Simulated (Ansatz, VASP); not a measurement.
## Two plane-wave programs on Ti2C3

```
Ti C
1.0
     2.87198    0.00000    0.00000
    -1.43599    2.48721    0.00000
     0.00000    0.00000    6.33005
Ti C
2 3
Direct
  0.33333 0.66667 0.19017
  0.66667 0.33333 0.80983
  0.00000 0.00000 0.00000
  0.33333 0.66667 0.54123
  0.66667 0.33333 0.45877
```

Alike in both runs: functional r2SCAN; k mesh 6 × 6 × 4; occupations gaussian, width 0.1 eV; no spin polarisation.

Ansatz relaxed the structure, and its values are those at the end. VASP's run is a single point on that final structure, the one shown.

|  | VASP | Ansatz |
| --- | --- | --- |
| version | VASP 6.6.1 | Ansatz 0.2.0 |
| potentials or method | VASP PAW PBE potentials, release 64 (Ti_sv, C) | scalar-relativistic, plane waves, PAW |
| plane-wave cutoff (eV) | 520 | 500 |
| valence electrons in the cell | 36 | 36 |

|  | VASP | Ansatz | Ansatz less VASP |
| --- | --- | --- | --- |
| gap on the k mesh at the Fermi level (eV) | none | none | - |
| pressure (GPa) | 1.1 | 0.0 | -1.10 |
| rms of the force components (eV/Å) | 0.014 | 0.001 | -0.0126 |

A gap of «none» marks a metal or a gap that the smearing closes. With one functional, cell and mesh, what is left measures potentials, basis and numerics.

Caveats: the k mesh is coarse (spacing up to 0.42 Å⁻¹), so the values aren't converged; the PAW data sets were made with another functional, which shifts forces and pressure a little (VASP).
